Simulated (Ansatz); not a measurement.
Results of PBEsol (plane waves, PAW; Ansatz, a quantum-chemistry and plane-wave program) for tetradymite Sb₂Te₃.

Settings: plane-wave cutoff 500 eV, 12×12×12 k mesh, Fermi–Dirac smearing 0.05 eV, scalar-relativistic PAW data made under PBE.

Cell (relaxed at this level):

```cif
data_Sb2Te3
_chemical_formula_sum 'Sb2 Te3'
_space_group_name_H-M_alt 'P 1'
_space_group_IT_number 1
_cell_length_a 10.25000
_cell_length_b 10.25000
_cell_length_c 10.25000
_cell_angle_alpha 24.063
_cell_angle_beta 24.063
_cell_angle_gamma 24.063
loop_
_space_group_symop_operation_xyz
  'x, y, z'
loop_
_atom_site_label
_atom_site_type_symbol
_atom_site_fract_x
_atom_site_fract_y
_atom_site_fract_z
_atom_site_occupancy
Sb1 Sb 0.39888 0.39888 0.39888 1
Sb2 Sb 0.60112 0.60112 0.60112 1
Te1 Te 0.00000 0.00000 0.00000 1
Te2 Te 0.21067 0.21067 0.21067 1
Te3 Te 0.78933 0.78933 0.78933 1
```

Q: Give the computed band gap.

A: 
band gap: 0.12 eV (under three smearing widths, so not firm)

Measured, for comparison: band gap 0.3 eV (temperature not stated, no zero-point or thermal correction, compiled measured gap; kind and temperature not stated, our sources range from 0.17 to 0.30; as tabulated in Kothakonda et al. (2022), arXiv:2208.02841).

Note: the cell comes from a level without a dispersion term, which matters for the spacing of layers, chains or molecules.

Spin–orbit coupling is not included; with these elements it can move the gap by several tenths of an eV or more.

Computed values are for the static lattice.
